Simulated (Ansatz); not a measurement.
**ZnCu, one cell by several methods**

```
CELL_PARAMETERS angstrom
2.94500 0.00000 0.00000
0.00000 2.94500 0.00000
0.00000 0.00000 2.94500
ATOMIC_POSITIONS crystal
Zn 0.50000 0.50000 0.50000
Cu 0.00000 0.00000 0.00000
```

Atoms are numbered in the order listed.

The cell is COD entry 9008814, as deposited and not checked against the literature; nothing was relaxed.

Levels of theory: DFT, PBE, PAW with Ansatz's default frozen-core files, scalar-relativistic (Ansatz 0.2.0); DFT, PBE, all-electron PAW with datasets made for the crystal, scalar-relativistic (Ansatz 0.2.0); DFT, PBE, all-electron LAPW, scalar-relativistic (Ansatz 0.2.0).

For PAW: a Γ-centred 14×14×14 k mesh, Fermi–Dirac smearing of 0.05 eV, cutoff 420 eV, no spin polarisation. The crystal-made all-electron datasets (AE datasets) take a cutoff of 300 eV at this cell. LAPW targets a basis error of 0.5 meV/atom. The Ansatz runs share mesh, smearing and spin set-up. Plane-wave (PAW) pressures include the program's estimate of the Pulay term.

Stress and pressure are positive in compression.

Levels count from the Fermi level.

| quantity | PAW | AE datasets | LAPW |
| --- | --- | --- | --- |
| pressure (GPa) | 2.26 | 2.25 | 2.24 |
| highest filled level at X (eV) | -1.999 | -1.997 | -1.997 |
| lowest empty level at X (eV) | 11.672 | 11.676 | 11.676 |
| highest filled level at Γ (eV) | -2.718 | -2.715 | -2.716 |
| lowest empty level at Γ (eV) | 6.167 | 6.170 | 6.170 |
